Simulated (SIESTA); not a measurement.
TiO2:

```
Ti O
1.0
     4.59984    0.00000    0.00000
     0.00000    4.59984    0.00000
     0.00000    0.00000    2.95921
Ti O
2 4
Cartesian
  0.0000 0.0000 1.4796
  2.2999 2.2999 0.0000
  1.3998 1.3998 1.4796
  0.9001 3.6997 0.0000
  3.6997 0.9001 0.0000
  3.2000 3.2000 1.4796
```

The cell is a database's computed one.

* Program: SIESTA 5.4.2
* Task: relaxation of cell and atoms
* Functional: PBE
* Potentials or basis: PseudoDojo 0.4 standard (PBE files)
* Basis: SZ (energy shift 0.01 Ry)
* Grid cutoff: 800 Ry
* Energy shift: 0.01 Ry
* k mesh: 4 × 4 × 6
* Occupations: fermi-dirac, width 0.05 eV
* Spin: no spin polarisation

At the start: pressure -11.2 GPa; volume 10.44 Å³/atom.

Question: Where does the relaxation end?

Answer: Over 10 steps the energy falls by 16.6 meV/atom and the volume is 9.98 Å³/atom (-4.3 %); space group P4_2/mnm (No. 136, to 0.05 Å).

Step by step:
| step | energy change (eV) | largest force (eV/Å) | pressure (GPa) | volume (Å³) |
| --- | --- | --- | --- | --- |
| 1 | 0.0000 | 0.0176 | -11.24 | 62.61 |
| 2 | -0.0221 | 0.0134 | -9.94 | 62.29 |
| 3 | -0.0960 | 0.1875 | 0.42 | 59.94 |
| 4 | -0.0977 | 0.1296 | -0.03 | 60.00 |
| 5 | -0.0993 | 0.0087 | -0.20 | 59.95 |
| 6 | -0.0993 | 0.0023 | -0.06 | 59.92 |
| 7 | -0.0993 | 0.0007 | 0.00 | 59.90 |
| 8 | -0.0994 | 0.0076 | 0.17 | 59.87 |
| 9 | -0.0994 | 0.0054 | 0.16 | 59.87 |
| 10 | -0.0994 | 0.0032 | 0.05 | 59.89 |

Final structure:
```
CELL_PARAMETERS angstrom
4.53559 0.00000 0.00000
0.00000 4.53559 0.00000
0.00000 0.00000 2.91131
ATOMIC_POSITIONS crystal
Ti 0.00000 0.00000 0.50000
Ti 0.50000 0.50000 0.00000
O 0.30285 0.30285 0.50000
O 0.19715 0.80285 0.00000
O 0.80285 0.19715 0.00000
O 0.69715 0.69715 0.50000
```

Caveat: the basis has no polarisation orbitals; the basis of atomic orbitals isn't converged, which shifts pressures, moduli and gaps.
